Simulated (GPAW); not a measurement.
# Ge (I4_1/amd) in GPAW: a series of runs

The runs below take Ge through single point, with PBE.

All numbers are computed with GPAW 26.7.0; they aren't measurements. Logs are shortened: lines on timing, memory, paths and dates and some standing lists are left out, and cuts for length are marked. The log counts tension as positive stress, the text compression.

## (1) The crystal as given

Symmetry: I4_1/amd, No. 141, tetragonal system. The conventional cell has a = 5.149 Å, b = 5.149 Å, c = 2.795 Å, α = 90.00°, β = 90.00°, γ = 90.00°. Ge (site symmetry -4m2) has 6 Ge at 2.67 to 2.79 Å as nearest neighbours.

This isn't the form of Ge at room conditions, which is diamond.

## (2) Single point, PBE

File run.py:

```python
from ase.dft.bandgap import bandgap
from ase.io import read, write
from ase.units import GPa
from gpaw import GPAW, PW

atoms = read('POSCAR')

calc = GPAW(mode=PW(600),
            xc='PBE',
            kpts={'size': (11, 11, 11), 'gamma': True},
            occupations={'name': 'methfessel-paxton', 'order': 0, 'width': 0.016},
            nbands=11,
            convergence={'density': 1e-05, 'energy': 1e-05},
            maxiter=150,
            txt='gpaw.txt')
atoms.calc = calc
energy = atoms.get_potential_energy()
forces = atoms.get_forces()
stress = atoms.get_stress()
calc.write('gs.gpw')
write('result.traj', atoms)
print(f'Energy: {energy:.6f} eV')
print('Forces (eV/A):')
print(forces.round(4))
print('Stress (GPa):', (stress / GPa).round(3))
print('Fermi level:', round(calc.get_fermi_level(), 4), 'eV')
print(f'Gap: {bandgap(calc)[0]:.4f} eV, direct: {bandgap(calc, direct=True)[0]:.4f} eV')
```

File POSCAR:

```
Ge
1.0
   -2.5744897190      2.5744897190      1.3974126432
    2.5744897190     -2.5744897190      1.3974126432
    2.5744897190      2.5744897190     -1.3974126432
Ge
2
Direct
    0.5000000000      0.5000000000      0.0000000000
    0.2500000000      0.7500000000      0.5000000000
```

Potentials or basis: GPAW PAW data sets (gpaw-data 1.2.1), pw.

Command:

```console
$ OMP_NUM_THREADS=1 python run.py
```

gpaw.txt:

```text
__  _  _
 | _ |_)|_||  |
 |__||  | ||/\| - 26.7.0

Input parameters:
  mode=PW(ecut=600.0),
  convergence={'density': 1e-05, 'energy': 1e-05},
  kpts=MonkhorstPack(size=(11, 11, 11), gamma=True),
  maxiter=150,
  nbands=11,
  occupations=Occupations(name='methfessel-paxton', order=0, width=0.016),
  xc=XC(name='PBE')

Diagonalizing LCAO Hamiltonian
Converting LCAO to pw mode

       Ge    Ge

Atoms  # Å, Bohr magnetons
|   | symbol |        x |        y |        z |    initial magnetic moments |
|---|--------|----------|----------|----------|-----------------------------|
| 0 |     Ge | 0.000000 | 0.000000 | 1.397413 | ( 0.0000,  0.0000,  0.0000) |
| 1 |     Ge | 2.574490 | 0.000000 | 0.698706 | ( 0.0000,  0.0000,  0.0000) |

Unit cell  # Å
| periodic |         x |         y |         z |  lengths |     angles |
|----------|-----------|-----------|-----------|----------|------------|
|      yes | -2.574490 |  2.574490 |  1.397413 | 3.899841 |  97.376984 |
|      yes |  2.574490 | -2.574490 |  1.397413 | 3.899841 |  97.376984 |
|      yes |  2.574490 |  2.574490 | -1.397413 | 3.899841 | 138.005201 |

Number of symmetries: 8
Symmetry operations  # r_c * U_cc + t_c -> r_c
|   | kind |            matrix            |
|---|------|------------------------------|
| 0 |  σ   |  1, 1, 1,  0, 0,-1,  0,-1, 0 |
| 1 |  E   |  1, 0, 0,  0, 1, 0,  0, 0, 1 |
| 2 |  C2  |  0, 1, 0,  1, 0, 0, -1,-1,-1 |
| 3 |  S4  |  0, 0, 1, -1,-1,-1,  0, 1, 0 |
| 4 |  σ   |  0, 0,-1,  1, 1, 1, -1, 0, 0 |
| 5 |  C2  |  0,-1, 0, -1, 0, 0,  0, 0,-1 |
| 6 |  C2  | -1, 0, 0,  0,-1, 0,  1, 1, 1 |
| 7 |  S4  | -1,-1,-1,  0, 0, 1,  1, 0, 0 |

BZ-sampling:
  Number of BZ points: 1331
  Number of IBZ points: 126

  Monkhorst-Pack size: [11, 11, 11]
  Monkhorst-Pack shift: [0, 0, 0]

K-points  # in reciprocal-cell coordinates
|     |                                coordinates |     weight |
|-----|--------------------------------------------|------------|
|   0 | (  0.00000000,   0.00000000,   0.00000000) | 0.00075131 |
|   1 | (  0.09090909,  -0.09090909,   0.00000000) | 0.00300526 |
|   2 | (  0.09090909,  -0.09090909,   0.09090909) | 0.00300526 |
|   3 | (  0.09090909,   0.00000000,   0.00000000) | 0.00601052 |
|   4 | (  0.09090909,   0.09090909,  -0.09090909) | 0.00150263 |
|   5 | (  0.18181818,  -0.18181818,   0.00000000) | 0.00300526 |
|   6 | (  0.18181818,  -0.18181818,   0.09090909) | 0.00601052 |
|   7 | (  0.18181818,  -0.18181818,   0.18181818) | 0.00300526 |
|   8 | (  0.18181818,  -0.09090909,   0.00000000) | 0.01202104 |
|   9 | (  0.18181818,  -0.09090909,   0.09090909) | 0.00601052 |
| ... |                                            |            |
| 125 | (  0.45454545,   0.45454545,   0.45454545) | 0.00601052 |

Plane wave coefficients: 1258
Cutoff: 600.0 eV

Spin-components: 1 (collinear spins)
Bands:           11
Projectors:      10
Spin-degeneracy: 2
Datatype:        complex128

Parallelization:
  kpt:    1
  domain: 1
  band:   1

Density:
  Valence electrons: 8.0
  Components: 1
  Grid points: [24 24 24]
  Charge: 0.0  # |e|

Potential:
  Grid points: [24 24 24]

species:
  Ge:
    name:    Germanium
    Z:       32.0
    valence: 4
    core:    28
    charge:  0.0  # [|e|]
    compensation charges:
      type: gauss
      rc: 0.32  # [Å]
      lmax: 2
    cutoffs:
      filter: 1.77  # [Å]
      core: 3.42  # [Å]
    projectors
    | kind |    occ | energy [eV] | rcut [Å] |
    |------|--------|-------------|----------|
    |   4s |  2.000 |     -11.726 |    1.005 |
    |   4p |  2.000 |      -3.896 |    1.005 |
    |    s |        |      15.485 |    1.005 |
    |    p |        |      23.315 |    1.005 |
    |    d |        |       0.000 |    1.005 |

    Using partial waves for Ge as LCAO basis

Reference energy: -114195.275705  # eV

eigensolver:
  PPCG
  Converge bands: occupied
  niter=2

density mixing:
  MSR1-Mixer
  Pratt-step length: 0.05
  Maximum mixing coefficient: 0.75
  Old densities: 10
  SVD Regularization: 0.005
  Good broyden scale: 1.0
  Trust region scale: 1.0
  Backstep threshold: 4.0
  History deletion threshold: 6.0
  Fourier metric: weight=20.0, sigma=0.015

occupation numbers:
  Methfessel-Paxton:
    width: 0.0160  # eV
    order: 0

poisson solver:
  ecut: 4800.0  # eV

xc functional:
  name: PBE with 2 nearest neighbor stencil

convergence criteria:
- Maximum integral of absolute [dens]ity change: 1e-05 electrons / valence electron
- Maximum [total energy] change in last 3 cyles: 1e-05 eV / valence electron
- Maximum integral of absolute [eigenst]ate change: 4e-08 eV^2 / valence electron
maximum number of iterations: 150

SCF iterations
|iter     | |      energy | eigst |  dens |
|---------|-|-------------|-------|-------|
|iter:   1| |   -8.581465 | -0.71 |       |
|iter:   2| |   -8.581883 | -3.09 | -1.18 |
|iter:   3| |   -8.578878 | -3.52 | -1.20 |
|iter:   4| |   -8.579142 | -4.35 | -1.71 |
|iter:   5| |   -8.579122 | -5.50 | -2.65 |
|iter:   6| |   -8.579122c| -7.23 | -3.75 |
|iter:   7| |   -8.579122c| -7.87c| -4.38 |
|iter:   8| |   -8.579122c| -8.89c| -5.13c|

Converged in 8 steps
Energy contributions relative to reference atoms: (reference = -114195.275705)

Energy contributions:
  Kinetic:          18.966863
  Coulomb:         -16.610353
  Zero:             -0.002966
  External:          0.000000
  Xc:              -10.932487
  Entropy:          -0.000359
  Spinorbit:         0.000000
  ----------------------------
  Free energy:      -8.579301
  Extrapolated:     -8.579122

dipole moment: (-3.292880, -13.537180, 4.567785)  # |e|*Ang

Fermi level: 8.057
Eigenvalues  # (at kpt = [0.000, 0.000, 0.000])
| band index |      eig [eV] | occ [0-2] |
|------------|---------------|-----------|
|          0 |        -5.294 |     2.000 |
|          1 |         3.946 |     2.000 |
|          2 |         5.669 |     2.000 |
|          3 |         5.669 |     2.000 |
|          4 |        11.275 |     0.000 |
|          5 |        15.637 |     0.000 |
|          6 |        15.637 |     0.000 |
|          7 |        16.170 |     0.000 |
|          8 |        16.393 |     0.000 |
|          9 |        19.375 |     0.000 |
|         10 |        20.293 |     0.000 |

No gap
No difference between direct/indirect transitions

Forces  # eV/Ang
|       x |       y |       z |
|---------|---------|---------|
| 0.00000 | 0.00000 | 0.00000 |  # Ge   0
| 0.00000 | 0.00000 | 0.00000 |  # Ge   1

Stress tensor  # eV/Ang^3
|         x |         y |         z |
|-----------|-----------|-----------|
| -0.018285 | -0.000000 | -0.000000 |
| -0.000000 | -0.018285 |  0.000000 |
| -0.000000 |  0.000000 | -0.021150 |

# Writing to gs.gpw (mode='')
```

Run time: 24 s. Hardware: 1 thread of Arm Neoverse V2, shared host; peak memory 0.19 GiB.

Results:

| Quantity | Value |
| --- | --- |
| Free energy | -8.5793 eV |
| Pressure | 3.1 GPa |
| Band gap on the k mesh | none (metal or under the smearing width) |

Stress tensor (GPa, compression positive):
```
2.93 0.00 0.00
0.00 2.93 0.00
0.00 0.00 3.39
```

Levels at points of the mesh, in eV from the Fermi level:
| k point | band 1 | band 2 | band 3 | band 4 | band 5 | band 6 | band 7 |
| --- | --- | --- | --- | --- | --- | --- | --- |
| (0.00, 0.00, 0.00) | -13.35 | -4.11 | -2.39 | -2.39 | 3.22 | 7.58 | 7.58 |

## (3) Single point, PBE

run.py, as its differences from that of step 2:

```diff
@@ -10,3 +10,3 @@
             kpts={'size': (11, 11, 11), 'gamma': True},
-            occupations={'name': 'methfessel-paxton', 'order': 0, 'width': 0.016},
+            occupations={'name': 'methfessel-paxton', 'order': 0, 'width': 0.017},
             nbands=11,
```

POSCAR is that of step 2.

Potentials or basis: GPAW PAW data sets (gpaw-data 1.2.1), pw.

Command:

```console
$ OMP_NUM_THREADS=1 python run.py
```

Run time: 24 s. Hardware: 1 thread of Arm Neoverse V2, shared host; peak memory 0.19 GiB.

Results (log left out):

- Free energy: -8.5793 eV
- Pressure: 3.1 GPa
- Band gap on the k mesh: none (metal or under the smearing width)

Stress tensor (GPa, compression positive):
```
2.93 0.00 0.00
0.00 2.93 0.00
0.00 0.00 3.38
```

Levels at points of the mesh, in eV from the Fermi level:
| k point | band 1 | band 2 | band 3 | band 4 | band 5 | band 6 | band 7 |
| --- | --- | --- | --- | --- | --- | --- | --- |
| (0.00, 0.00, 0.00) | -13.35 | -4.11 | -2.39 | -2.39 | 3.22 | 7.58 | 7.58 |
